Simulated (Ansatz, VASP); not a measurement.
## One calculation of Zn, two programs

The input INCAR:

```
SYSTEM = Zn
PREC = Accurate
ENCUT = 520
EDIFF = 1E-6
ISMEAR = 0
SIGMA = 0.1
LREAL = .FALSE.
LASPH = .TRUE.
NELM = 60
ALGO = Normal
ISIF = 2
LWAVE = .FALSE.
LCHARG = .FALSE.
GGA = PE
NBANDS = 19
```

The input KPOINTS:

```
regular mesh
0
G
  6 4 6
  0 0 0
```

POSCAR

```
Zn
1.0
    3.3802358781      0.0000000000      0.0000000000
    0.0000000000      5.4458530960      0.0000000000
   -1.6833870660      0.0000000000      2.9948287568
Zn
2
Direct
    0.6515596900      0.2500000000      0.8042281600
    0.3484403100      0.7500000000      0.1957718400
```

Input for Ansatz:

```yaml
crystal:
  lattice:
    - [3.3802358781, 0.0, 0.0]
    - [0.0, 5.445853096, 0.0]
    - [-1.683387066, 0.0, 2.9948287568]
  atoms:
    - { symbol: Zn, position: [0.65155969, 0.25, 0.80422816] }
    - { symbol: Zn, position: [0.34844031, 0.75, 0.19577184] }
basis:
  ecutwfc: 420
kpoints:
  mp_grid: { grid: [6, 4, 6] }
hamiltonian:
  xc: pbe
scf:
  occupations: { method: gaussian, width: 0.1 }
output:
  forces: true
  stress: true
  eigenvalues: true
```

Alike in both runs: task single point; functional PBE; k mesh 6 × 4 × 6; occupations gaussian, width 0.1 eV; no spin polarisation.

|  | VASP | Ansatz |
| --- | --- | --- |
| version | VASP 6.6.1 | Ansatz 0.2.0 |
| potentials or method | VASP PAW PBE potentials, release 64 (Zn) | scalar-relativistic, plane waves, PAW |
| plane-wave cutoff (eV) | 520 | 420 |
| valence electrons in the cell | 24 | 24 |

|  | VASP | Ansatz | Ansatz less VASP |
| --- | --- | --- | --- |
| gap on the k mesh at the Fermi level (eV) | none | none | - |
| pressure (GPa) | -5.3 | -5.3 | 0.00 |
| largest component of the traceless stress (GPa) | 0.66 | 0.66 | +0.001 |
| rms of the force components (eV/Å) | 0.020 | 0.020 | +0.0003 |

Atom by atom the forces differ by 0.000 eV/Å (rms over components). A gap of «none» marks a metal or a gap that the smearing closes.
